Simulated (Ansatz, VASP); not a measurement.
# Si10HF (F-terminated Si(111)): VASP beside Ansatz, part 3 of 3

Aim: how closely do two programs agree when they are given the same cell, functional and k mesh? The structure shown is the end of the VASP relaxation below.

VASP 6.6.1 and Ansatz 0.2.0.

So far: Set-up; VASP: relaxation, PBE; Ansatz: single point, PBE; Differences; Other set-ups; VASP: band structure, PBE.

## (6) VASP: band structure, PBE (continued)

Level of this step: PBE; plane waves and PAW (Si, H, F) (VASP).

Numbers of over 12 decimals in the logs are rounded to 6 here.

Parts of OUTCAR (step 6):

```text
  Total       -0.0809209     -0.0809209     -0.8145665      0.0000000     -0.0000000     -0.0000000
  in kB       -0.3074534     -0.3074534     -3.0948904      0.0000000     -0.0000000     -0.0000000
  external PRESSURE =      -1.2365991 kB  Pullay stress =       0.0000000 kB

 POSITION                                       TOTAL-FORCE (eV/Angst)
 -----------------------------------------------------------------------------------
      1.93383      1.11649      9.49641         0.000000      0.000000      0.022127
      3.86765      2.23299     10.25917         0.000000      0.000000     -0.001525
      3.86765      2.23299     12.62491         0.000000      0.000000      0.018362
      0.00000      0.00000     13.41750        -0.000000     -0.000000      0.013987
      0.00000      0.00000     15.78889        -0.000000     -0.000000      0.011925
      1.93383      1.11649     16.58362         0.000000      0.000000     -0.014054
      1.93383      1.11649     18.95462         0.000000      0.000000     -0.021711
      3.86765      2.23299     19.74483         0.000000      0.000000      0.007984
      3.86765      2.23299     22.11787         0.000000      0.000000     -0.012293
      0.00000      0.00000     22.87497         0.000000      0.000000     -0.016906
      1.93383      1.11649      7.99253         0.000000      0.000000     -0.007863
      0.00000      0.00000     24.50174        -0.000000     -0.000000     -0.000035
 -----------------------------------------------------------------------------------
    total drift:                                0.000364      0.000210     -0.002703

  FREE ENERGIE OF THE ION-ELECTRON SYSTEM (eV)
  ---------------------------------------------------
  free  energy   TOTEN  =       -62.8101710127 eV

  energy  without entropy=      -62.8101710127  energy(sigma->0) =      -62.81017101

[... 2 parts as in an earlier step ...]

[... 1 further part left out ...]
[key lines of the parts left out:]
E-fermi :   0.1134
```

## (7) Ansatz: band structure, PBE

The same cell, functional, mesh and smearing now go to Ansatz, which takes its cutoff from its data sets.

Input file input.yaml:

```yaml
crystal:
  lattice:
    - [3.8676508605, 0.0, 0.0]
    - [1.9338254302, 3.3494838981, 0.0]
    - [0.0, 0.0, 32.5511757411]
  atoms:
    - { symbol: Si, position: [0.33333333, 0.33333333, 0.2917377087] }
    - { symbol: Si, position: [0.66666667, 0.66666667, 0.3151704896] }
    - { symbol: Si, position: [0.66666667, 0.66666667, 0.3878479086] }
    - { symbol: Si, position: [0.0, 0.0, 0.4121970857] }
    - { symbol: Si, position: [0.0, 0.0, 0.4850481871] }
    - { symbol: Si, position: [0.33333333, 0.33333333, 0.5094629978] }
    - { symbol: Si, position: [0.33333333, 0.33333333, 0.5823020991] }
    - { symbol: Si, position: [0.66666667, 0.66666667, 0.6065779981] }
    - { symbol: Si, position: [0.66666667, 0.66666667, 0.6794799372] }
    - { symbol: Si, position: [0.0, 0.0, 0.7027387779] }
    - { symbol: H, position: [0.33333333, 0.33333333, 0.2455375113] }
    - { symbol: F, position: [0.0, 0.0, 0.752714469] }
hamiltonian:
  xc: pbe
  pseudopotentials: { kind: paw }
kpoints:
  mp_grid: { grid: [9, 9, 1] }
  band_path:
    path:
      - [0.0, 0.0, 0.0]
      - [0.0, -0.03846, 0.0]
      - [0.0, -0.07692, 0.0]
      - [0.0, -0.15385, 0.0]
      - [0.0, -0.19231, 0.0]
      - [0.0, -0.26923, 0.0]
      - [0.0, -0.30769, 0.0]
      - [0.0, -0.34615, 0.0]
      - [0.0, -0.42308, 0.0]
      - [0.0, -0.46154, 0.0]
      - [0.0, -0.5, 0.0]
      - [0.02564, -0.48718, 0.0]
      - [0.05128, -0.47436, 0.0]
      - [0.10256, -0.44872, 0.0]
      - [0.12821, -0.4359, 0.0]
      - [0.17949, -0.41026, 0.0]
      - [0.20513, -0.39744, 0.0]
      - [0.25641, -0.37179, 0.0]
      - [0.28205, -0.35897, 0.0]
      - [0.30769, -0.34615, 0.0]
      - [0.33333, -0.33333, 0.0]
      - [0.30769, -0.30769, 0.0]
      - [0.25641, -0.25641, 0.0]
      - [0.23077, -0.23077, 0.0]
      - [0.20513, -0.20513, 0.0]
      - [0.15385, -0.15385, 0.0]
      - [0.12821, -0.12821, 0.0]
      - [0.07692, -0.07692, 0.0]
      - [0.05128, -0.05128, 0.0]
      - [0.0, 0.0, 0.0]
    npoints: 1
scf:
  occupations: { method: gaussian, width: 0.03 }
  n_extra_bands: 12
efield:
  axis: 3
  dipole_correction: true
  ramp_width: 0.04
output:
  forces: true
  eigenvalues: true
```

Started as:

```console
> ansatz run input.yaml --threads 4 --pin off --max-ram 9216MiB --backend cpu --events-out ev --progress --plain --runs-dir out
```

Log:

```text
[...]
Crystal: 12 atoms, lattice volume = 421.689 Å³
Basis set: ecut = 420 eV, 8305 PW (Γ), exchange–correlation on 54×54×450 points (8 copies of the dense FFT grid, shifted against one another)
Bands: 36, of which v1, the nominal top of the filled ones, is band 24 counted from 1 (23 counted from 0)
Symmetry: 6 space group operations
[...]
k-point 1: bands = [... 20 lower, -0.5749, -0.4918, -0.1865, 0.0837, 2.2467, 2.4656, 2.5135, 2.7072, ... 8 higher]
  k-point 2: bands = [... 20 lower, -1.0552, -0.7863, -0.6206, -0.3204, 1.7224, 1.9669, 2.2664, 2.6370, ... 8 higher]
  k-point 11: bands = [... 20 lower, -2.1872, -2.0918, -1.9737, -1.7220, 2.0890, 2.3453, 2.4451, 3.0695, ... 8 higher]
[key lines of the parts left out:]
SCF converged after 9 iterations
Free energy (F): -7182.957518 eV
Fermi energy:    0.674311 eV
Dipole field:    D = -0.061615 V/Å  (p = -0.143588 e·Å, saw-weighted, corrected)
Work function:   Φ+ = 6.2348 eV   Φ− = 4.2290 eV
```

Wall time 22 s (4 threads of Arm Neoverse N1, shared host); peak memory 0.82 GiB; 85 s of CPU time.

## (8) Side by side

The two programs side by side:

```csv
quantity,Ansatz,VASP,difference
gap over the path points (eV),0.837,0.840,-0.003
```

Levels at points of the path, from each program's valence-band top (eV; 4 filled, then empty):

```csv
k (reciprocal lattice),Ansatz,VASP
0.000 0.000 0.000,-0.25 -0.25 0.00 0.00 1.50 1.62 1.84,-0.25 -0.25 0.00 0.00 1.50 1.62 1.84
0.000 -0.038 0.000,-0.39 -0.27 -0.14 -0.02 1.63 1.75 1.96,-0.38 -0.27 -0.14 -0.02 1.63 1.75 1.96
0.000 -0.077 0.000,-0.69 -0.48 -0.34 -0.08 1.89 2.03 2.22,-0.69 -0.48 -0.34 -0.08 1.89 2.03 2.22
0.000 -0.154 0.000,-1.01 -0.87 -0.60 -0.32 1.85 2.07 2.21,-1.01 -0.87 -0.60 -0.32 1.85 2.07 2.22
0.000 -0.192 0.000,-1.18 -0.96 -0.76 -0.46 1.64 1.86 2.11,-1.18 -0.96 -0.75 -0.46 1.64 1.87 2.11
0.000 -0.269 0.000,-1.51 -1.19 -1.06 -0.75 1.22 1.50 1.87,-1.50 -1.19 -1.06 -0.75 1.23 1.50 1.88
0.000 -0.308 0.000,-1.65 -1.31 -1.19 -0.88 1.06 1.36 1.79,-1.64 -1.31 -1.19 -0.88 1.06 1.36 1.80
0.000 -0.346 0.000,-1.76 -1.42 -1.31 -0.99 0.94 1.25 1.73,-1.76 -1.42 -1.30 -0.99 0.94 1.25 1.74
0.000 -0.423 0.000,-1.93 -1.57 -1.46 -1.14 0.84 1.14 1.48,-1.93 -1.57 -1.46 -1.14 0.84 1.15 1.48
0.000 -0.462 0.000,-1.97 -1.61 -1.50 -1.18 0.84 1.13 1.31,-1.97 -1.61 -1.50 -1.18 0.84 1.13 1.31
```

At this near-relaxed geometry the largest component of a force difference is 192 meV/Å. Among the levels compared at these points, filled levels agree within 5 meV and empty ones within 5 meV.

## (9) Results

| Quantity | Value |
| --- | --- |
| r.m.s. force difference (single point, PBE) | 45 meV/Å |
| r.m.s. force difference (band structure, PBE) | 45 meV/Å |

In words: The r.m.s. force difference is 45 meV/Å (single point, PBE), beyond the 12 meV/Å picked in this series as the mark of a large difference. Single point, PBE, norm-conserving potentials (cutoff 1320 eV): the difference in gap on the k mesh goes from -0.0026 to -0.0056 eV. What causes the difference of the band structure, PBE pair stays open here. 3 further runs of this series are not shown here. How closely two codes agree says nothing of how well the functional describes the real material.

[Lines on the potential files, build, host, timing and source positions are cut from VASP's logs without a mark.]

[Logs are printed without paths, hosts, clocks, repeated set-up lines and the standing remarks that a program may print on its own settings, such as how far it seeks lower states.]

[Hosts, paths, dates, database ids (printed as entryN), source tags and the programs' standing remarks are cut or masked in the printed files.]
